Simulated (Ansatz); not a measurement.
Structure: rocksalt BaO, at its r2SCAN minimum. The symmetry is Fm-3m (No. 225, cubic); a = 5.544 Å in the conventional setting, 21.30 Å³ an atom. Ba is surrounded by 6 O at 2.77 Å; O is surrounded by 6 Ba at 2.77 Å.

```yaml
crystal:
  lattice:
    - [0.00000, 2.77194, 2.77194]
    - [2.77194, 0.00000, 2.77194]
    - [2.77194, 2.77194, 0.00000]
  atoms:
    - { symbol: Ba, position: [0.00000, 0.00000, 0.00000] }
    - { symbol: O, position: [0.50000, 0.50000, 0.50000] }
```

The questions ask for values computed with the plane-wave code Ansatz on this geometry. The values are computed, non-magnetic, and not measurements.

Problem. What gap does PBE give, and where are the band edges?

Solution. PBE gives a direct gap of 2.05 eV at X.

Problem. What does PBE+SOC give for the gap (8×8×8 mesh)?

Solution. PBE+SOC gives a direct gap of 2.01 eV at X. The gap differs by -0.04 eV from PBE's.

Problem. What does PBE0 give for the gap (6×6×6 mesh)?

Solution. The PBE0 gap is direct at X: 4.05 eV. The gap differs by +2.00 eV from PBE's.

Problem. Order these levels by the gap that they give, smallest first.
A. HSE06
B. r2SCAN
C. PBE0
D. PBE

Solution. D (2.05 eV), B (2.38 eV), A (3.32 eV), C (4.05 eV).

Only the levels marked +SOC include spin-orbit coupling.

The meshes of the hybrids are coarse, so their gaps aren't converged to the digits shown.
